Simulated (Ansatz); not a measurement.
The system is Bi2TeSe2 (Skippenite).

```xyz
5
Lattice="2.0915 1.2075 9.7123 -2.0915 1.2075 9.7123 0.0000 -2.4151 9.7123" Properties=species:S:1:pos:R:3 pbc="T T T"
Bi    0.0000    0.0000   17.5387
Bi    0.0000    0.0000   11.5983
Te    0.0000    0.0000    0.0000
Se    0.0000    0.0000   22.9716
Se    0.0000    0.0000    6.1654
```

Base run:

```yaml
Program: Ansatz 0.2.0
Functional: HSE06
Potentials_or_basis: Ansatz PAW
Cutoff: "420 eV (not typed: the program's choice for these potentials)"
k_mesh: 6 × 6 × 6
Occupations: fermi-dirac, width 0.05 eV
Spin: no spin polarisation
```

Its results: band gap on the k mesh 0.89 eV, direct; pressure 2.9 GPa; largest force 2.077 eV/Å.

Q: The run is repeated on the same cell with these changes: functional from HSE06 to PBE0. What comes out?

A: Band gap on the k mesh 1.40 eV, direct; pressure 2.9 GPa; largest force 2.138 eV/Å.

Caveats: spin-orbit coupling is left out, which as a rule narrows the gap of such compounds by several tenths of an eV; the PAW data sets come from PBE, with cores solved anew for the run's functional, which leaves a small shift of forces and pressure; forces of over 1 eV/Å show positions far from the minimum, so gaps and moduli don't describe the material at rest; the thresholds are loose for stress.
